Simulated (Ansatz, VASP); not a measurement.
**Two plane-wave programs on TiTe2**

```
CELL_PARAMETERS angstrom
3.79038 0.00000 0.00000
-1.89519 3.28257 0.00000
0.00000 0.00000 6.55589
ATOMIC_POSITIONS crystal
Ti 0.00000 0.00000 0.00000
Te 0.66667 0.33333 0.25780
Te 0.33333 0.66667 0.74220
```

Alike in both runs: task single point; functional PBE; k mesh 6 × 6 × 4; occupations fermi-dirac, width 0.02 eV; no spin polarisation.

```csv
,VASP,Ansatz
version,VASP 6.6.1,Ansatz 0.2.0
potentials or method,"VASP PAW PBE potentials, release 64 (Ti_sv, Te)","plane waves, PAW"
plane-wave cutoff (eV),520,420
valence electrons in the cell,24,44
```

Ansatz gave:

* pressure (GPa): 0.8
* largest component of the traceless stress (GPa): 0.43
* rms of the force components (eV/Å): 0.055

Task: What did VASP give for the same quantities?

Result: Pressure (GPa): 0.8; largest component of the traceless stress (GPa): 0.44; rms of the force components (eV/Å): 0.059.

Atom by atom the forces differ by 0.005 eV/Å (rms over components). The two sets of potentials don't hold the same shells in valence.

Caveats: this functional lacks dispersion, which binds the layers, so the pressure and a relaxed spacing across them are unreliable. The runs have no spin-orbit coupling, so splittings on Te are missing.
